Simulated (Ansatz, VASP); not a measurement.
# BaHfO3: VASP beside Ansatz

```xyz
5
Lattice="4.1696 0.0000 0.0000 0.0000 4.1696 0.0000 0.0000 0.0000 4.1704" Properties=species:S:1:pos:R:3 pbc="T T T"
Ba    2.0848    2.0848    4.1555
Hf    0.0000    0.0000    2.0763
O     0.0000    2.0848    2.0806
O     2.0848    0.0000    2.0806
O     0.0000    0.0000    4.1618
```

Alike in both runs: task single point; functional PBE; k mesh 4 × 4 × 4; occupations gaussian, width 0.1 eV; no spin polarisation.

|  | VASP | Ansatz |
| --- | --- | --- |
| version | VASP 6.6.1 | Ansatz 0.2.0 |
| potentials or method | VASP PAW PBE potentials, release 64 (Ba_sv, Hf_pv, O) | scalar-relativistic, plane waves, PAW |
| plane-wave cutoff (eV) | 520 | 420 |
| valence electrons in the cell | 38 | 54 |

```tsv
	VASP	Ansatz	Ansatz less VASP
gap on the k mesh at the Fermi level (eV)	3.58	3.67	+0.089
least direct gap on the mesh (eV)	3.80	3.77	-0.025
pressure (GPa)	3.8	4.3	+0.52
rms of the force components (eV/Å)	0.011	0.009	-0.0011
```

Atom by atom the forces differ by 0.002 eV/Å (rms over components). The two sets of potentials don't hold the same shells in valence.

Caveats: spin-orbit coupling is left out, which moves the levels of the heavy elements. PBE gaps usually lie below the measured ones, often by a third to a half. A k mesh can miss the band edges.
